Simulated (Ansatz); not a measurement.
# Ga (I4/mmm) in Ansatz: further runs, part 2 of 2

Ansatz 0.2.0. Earlier steps stand in the parts before.

## Step 6: Relaxation of cell and atoms, PBEsol, target pressure 20 GPa, at which the enthalpy is minimised

input.yaml

```yaml
crystal:
  lattice:
    - [-1.3843987196, 1.3843987196, 2.3112238365]
    - [1.3843987196, -1.3843987196, 2.3112238365]
    - [1.3843987196, 1.3843987196, -2.3112238365]
  atoms:
    - { symbol: Ga, position: [0.0, 0.0, 0.0] }
hamiltonian:
  xc: pbesol
  pseudopotentials: { kind: paw }
kpoints:
  mp_grid: { grid: [13, 13, 13] }
scf:
  occupations: { method: fermi_dirac, width: 0.05 }
output:
  forces: true
  stress: true
  eigenvalues: true
relax:
  f_tol: 0.01
  max_steps: 40
  cell: { stress_tol: 0.05, p_target: 20.0 }
```

Potentials or basis: Ansatz PAW.

Started as:

```console
> ansatz run input.yaml --threads 2 --pin off --max-ram 5632MiB --backend cpu --events-out ev --progress --plain --runs-dir out
```

The program printed:

```text
Warning: RAYON_NUM_THREADS=2 ignored (pool sized by the plan → 2); use --threads N
Engine: ansatz 0.2.0, x86_64-unknown-linux-gnu
Pseudopotentials: kind: paw
Pseudopotential: Ga, paw, valence charge 13, recommended cutoff 420 eV (normal), Ga.paw.azcp
Functional definition: PBEsol
  exchange = pbesol_x
  correlation = pbesol_c
Crystal: 1 atoms, lattice volume = 17.718 Å³
Basis set: ecut = 420 eV, 331 PW (Γ), exchange–correlation on 48×48×48 points (8 copies of the dense FFT grid, shifted against one another)
Bands: 11, of which v1, the nominal top of the filled ones, is band 7 counted from 1 (6 counted from 0)
Symmetry: 16 space group operations
Space group: I4/mmm (ITA 139), of the structure as read, at distance tolerance 2.6e-5 Å
k-points: 196 of 2197
Non-local potential: Ga, projectors of the file, l = 0: 2, l = 1: 2, l = 2: 3, l = 3: 1
PAW form: soft (Blöchl's): semilocal exchange-correlation on the pseudo side does not see the compensation charge
PAW frozen core: Ga, regenerated for the run's functional, and the local potential with it (the file was generated under x = pbe(κ = 0.804, μ = 0.2195149727645171), c = pbe(β = 0.06672455060314922))
PAW one-centre angular grid: Ga, 590 points (default); XC on 64 Gauss nodes
Initial density: superposition of atomic densities (neutral atoms: chi_scale 0, normalization atom), corrected by the library's trained network
Initial wavefunctions: pseudopotential atomic-orbital guess
Functional: x = pbesol(κ = 0.804, μ = 0.12345679012345678), c = pbesol(β = 0.046)
SCF iter   1: F=—  HF=-3743.188117 eV  |F-HF|=—  |Δ(HF+E_count)|=         —  Δρ=1.73e-3  dr2=4.23e-4  ethr=1.77e-3  ⟨swp⟩=5.2  Hψ=12841  notcnv=0
preconditioner: auto → none  [metal: Δε(μ)=0.060 eV  Ē_g=21.924 eV  σ=0.050 eV  W_gap=0.29  n_scr=0 (ndim 8)  ℏωp=31.8 eV  f_vac=0.000  D(μ)=0.33/eV (n_scr^D=0)]
SCF iter   2: F=—  HF=-3743.187550 eV  |F-HF|=—  |Δ(HF+E_count)|=   5.68e-4  Δρ=4.67e-4  dr2=2.73e-5  ethr=3.26e-6  ⟨swp⟩=2.0  Hψ=5159  notcnv=0  defer=7
SCF iter   3: F=—  HF=-3743.187555 eV  |F-HF|=—  |Δ(HF+E_count)|=   5.12e-6  Δρ=2.23e-4  dr2=5.75e-6  ethr=2.10e-7  ⟨swp⟩=1.0  Hψ=2079  notcnv=0  defer=7
iter 4 did not close the SCF: its close was put off for the readings that it lacked (scf_convergence_deferred on its scf_iter line)
SCF iter   4: F=-3743.187558 eV  HF=-3743.187558 eV  |F-HF|=3.03e-8  |Δ(HF+E_count)|=   2.94e-6  Δρ=1.45e-5  dr2=2.86e-8  ethr=4.42e-8  ⟨swp⟩=2.0  Hψ=2345  notcnv=0  defer=7
iter 5 did not close the SCF: its close was put off for the readings that it lacked (scf_convergence_deferred on its scf_iter line)
SCF iter   5: F=-3743.187558 eV  HF=-3743.187558 eV  |F-HF|=1.68e-8  |Δ(HF+E_count)|=   2.68e-9  Δρ=9.95e-6  dr2=8.98e-9  ethr=2.20e-10  ⟨swp⟩=2.0  Hψ=3351  notcnv=0  defer=7
SCF iter   6: F=-3743.187558 eV  HF=-3743.187558 eV  |F-HF|=2.02e-9  |Δ(HF+E_count)|=   5.75e-9  Δρ=3.45e-6  dr2=1.10e-9  ethr=6.90e-11  ⟨swp⟩=2.9  Hψ=7829  notcnv=0
SCF 1 converged in 6 iterations: F = -3743.187558 eV  dr2 = 1.10e-9
relax step   1: F+E_penalty+E_count = -3743.18755763 eV  Δ(F+E_penalty+E_count) = +0.000e0 eV  max|allowed force component| = 0.000e0 eV/Å  Δτ_max = 0.0000 Å  P = -0.317 GPa  Ω = 17.718 Å³  (6 SCF iters, dr2 threshold 1.00e-7 eV, accepted)
[... 62 lines left out ...]
SCF converged after 6 iterations
Free energy (F): -3743.024451 eV
Harris-Foulkes:  -3743.024451 eV  (|F-HF|=1.82e-12)
Internal energy: -3743.023298 eV  (E = F + TS)
E sigma→0 (E₀):  -3743.023874 eV
Entropy (-TS):   -0.001153 eV (-1.153 meV/atom)
Fermi energy:    13.800354 eV
--- Per-component energies (eV) ---
  E_band       = 11.392937
  E_kinetic    = 118.241203
  E_local      = -1585.546580  (includes V_loc(G=0)·N_el)
  E_nonlocal   = 423.807870
  E_hartree    = 760.681875
  E_xc         = -70.732322
  E_vxc        = -60.833442  (∫ρ·V_xc dr)
  E_paw        = -1946.252633  (= ΣΔE_a)
  E_vpaw       = -405.639736  (= ΣTr[D̂ρ^β])
  E_aug_tail   = -0.000130  (compensation charges beyond the density's cutoff)
  E_ewald      = -1444.085558
  E_core_change = 0.862978  (= ΣΔE_core)
  E_smearing   = -0.001153  (= −TS)
  E_closure    = 0.000000  (closes the sum)
  Σ components = -3743.024451   (vs F -3743.024451, Δ=0.00e0)
--- Forces (eV/Å), atoms counted from 1 ---
  atom   1  Ga     0.00000000     0.00000000     0.00000000
  max |Σ_I F_I| component: 4.93e-32 eV/Å
--- Stress (GPa, compression-positive) ---
       19.984268      -0.000000      -0.000000
       -0.000000      19.984268      -0.000000
       -0.000000       0.000000      19.956854
  P = ⅓ Tr σ = 19.9751 GPa (199.751 kbar)
--- Band table (eV; the first three rows and the last of 196) ---
  k-point 0: bands = ["-1.6754", "-1.4397", "-1.4397", "-1.4159", "-1.1784", "0.3356", "29.1984", "29.1984", "29.4205", "31.3208", "31.9374"]
  k-point 1: bands = ["-1.6388", "-1.4621", "-1.4250", "-1.4026", "-1.1988", "0.6033", "27.0903", "27.5813", "28.3567", "29.1206", "33.9431"]
  k-point 2: bands = ["-1.5344", "-1.5245", "-1.3853", "-1.3827", "-1.2525", "1.4222", "24.4261", "25.0687", "26.7238", "26.8981", "32.5106"]
  k-point 195: bands = ["-1.8920", "-1.7925", "-1.0952", "-1.0927", "-1.0706", "9.1064", "9.8924", "19.5251", "21.4971", "25.2860", "27.6832"]
--- Relaxed structure (6 steps of the walk, 6 accepted, 1 SCFs on fresh bases) ---
  F+E_penalty+E_count = -3743.02445074 eV   max|allowed force component| = 0.000e0 eV/Å   (the final SCF, on the basis selected at the relaxed cell)
  cell:  # Å, volume = 14.3929 Å³
    - [-1.3084174959495276, 1.3084174959495276, 2.101814601588494]
    - [1.3084174959495276, -1.3084174959495276, 2.101814601588494]
    - [1.3084174959495276, 1.3084174959495276, -2.101814601588494]
  atoms:
    - { symbol: Ga, position: [0.0, 0.0, 0.0] }
```

Run time: 21 s. Hardware: 2 threads of Intel Xeon at 2.50GHz (Skylake/Cascade Lake), shared host; peak memory 0.36 GiB.

What came out:

```
Free energy                                            : -3743.0245 eV
Relaxed volume                                         : 14.39 Å³/atom
Relaxed cell                                           : a = 2.800 Å, b = 2.800 Å, c = 2.800 Å, α = 124.29°, β = 124.29°, γ = 82.72°
Space group after relaxing (to 0.05 Å)                 : I4/mmm (No. 139)
Energy change on relaxing (the enthalpy is what falls) : +163.1 meV/atom
Ionic steps                                            : 7
Pressure after relaxing                                : 20.0 GPa
Band gap on the k mesh                                 : none (metal or under the smearing width)
```

The path:
```csv
step,energy change (eV),largest force (eV/Å),volume (Å³)
1,0.0000,0.0000,17.72
2,0.0631,0.0000,15.49
3,0.1989,0.0000,14.12
4,0.1583,0.0000,14.42
5,0.1619,0.0000,14.39
6,0.1621,0.0000,14.39
7,0.1631,0.0000,14.39
```

Final structure:
```yaml
crystal:
  lattice:
    - [-1.30842, 1.30842, 2.10181]
    - [1.30842, -1.30842, 2.10181]
    - [1.30842, 1.30842, -2.10181]
  atoms:
    - { symbol: Ga, position: [0.00000, 0.00000, 0.00000] }
```

Caveat: the volume moved by over 15 % at a fixed basis, so the end points are rough; the plane-wave basis is chosen anew once the cell has moved, so the energies of steps on either side of that aren't comparable; the PAW data sets come from PBE, with cores solved anew for the run's functional, which leaves a small shift of forces and pressure.

## Step 7: Relaxation of cell and atoms, PBEsol, target pressure 30 GPa, at which the enthalpy is minimised

Edit input.yaml of step 6 so:

```diff
@@ -18,2 +18,6 @@
   eigenvalues: true
+  write_density: true
+  write_potential: true
+  elf: true
+  volumetric_format: npy
 relax:
@@ -21,2 +25,2 @@
   max_steps: 40
-  cell: { stress_tol: 0.05, p_target: 20.0 }
+  cell: { stress_tol: 0.05, p_target: 30.0 }
```

Started as:

```console
> ansatz run input.yaml --threads 2 --pin off --max-ram 5632MiB --backend cpu --events-out ev --progress --plain --runs-dir out
```

Wall time 26 s (2 threads of Intel Xeon at 2.50GHz (Skylake/Cascade Lake), shared host); peak memory 0.37 GiB.

Results (log left out):

| Item | Value |
| --- | --- |
| Free energy | -3742.8969 eV |
| Relaxed volume | 13.57 Å³/atom |
| Relaxed cell | a = 2.744 Å, b = 2.744 Å, c = 2.744 Å, α = 124.18°, β = 124.18°, γ = 82.90° |
| Space group after relaxing (to 0.05 Å) | I4/mmm (No. 139) |
| Energy change on relaxing (the enthalpy is what falls) | +290.7 meV/atom |
| Ionic steps | 7 |
| Pressure after relaxing | 30.0 GPa |
| Band gap on the k mesh | none (metal or under the smearing width) |

Step by step:
```
step  energy change (eV)  largest force (eV/Å)  volume (Å³)
   1              0.0000                0.0000        17.72
   2              0.0696                0.0000        15.40
   3              0.2712                0.0000        13.68
   4              0.3023                0.0000        13.50
   5              0.2885                0.0000        13.57
   6              0.2896                0.0000        13.57
   7              0.2907                0.0000        13.57
```

Final structure:
```
Ga
1.0
    -1.28421    1.28421    2.05644
     1.28421   -1.28421    2.05644
     1.28421    1.28421   -2.05644
Ga
1
Direct
  0.00000 0.00000 0.00000
```

Levels at points of the mesh, in eV from the Fermi level:
| k point | band 3 | band 4 | band 5 | band 6 | band 7 | band 8 | band 9 | band 10 |
| --- | --- | --- | --- | --- | --- | --- | --- | --- |
| (0.00, 0.00, 0.00) | -15.41 | -15.37 | -15.11 | -14.10 | 16.14 | 16.14 | 16.44 | 17.79 |

Caveat: the volume moved by over 15 % at a fixed basis, so the end points are rough; the plane-wave basis is chosen anew once the cell has moved, so the energies of steps on either side of that aren't comparable; the PAW data sets come from PBE, with cores solved anew for the run's functional, which leaves a small shift of forces and pressure.

## Step 8: The runs side by side

| cell | target pressure (GPa) | gap on the mesh (eV) | pressure (GPa) |
| --- | --- | --- | --- |
| relaxed | 0 | none | 0.0 |
| relaxed to 2 GPa | 2 | none | 2.0 |
| relaxed to 5 GPa | 5 | none | 5.0 |
| relaxed to 10 GPa | 10 | none | 10.0 |
| relaxed to 20 GPa | 20 | none | 20.0 |
| relaxed to 30 GPa | 30 | none | 30.0 |

Alike in all rows: task relaxation of cell and atoms; level PBEsol; potentials or basis Ansatz PAW; no spin polarisation; k mesh 13 × 13 × 13; cutoff (eV) 420; smearing fermi-dirac 0.05 eV.

Caveats: the plane-wave basis is chosen anew once the cell has moved, so the energies of steps on either side of that aren't comparable; the PAW data sets come from PBE, with cores solved anew for the run's functional, which leaves a small shift of forces and pressure; the volume moved by over 15 % at a fixed basis, so the end points are rough (some runs).

Total energies depend on the potentials used, so only differences within one code and one set of settings carry meaning.
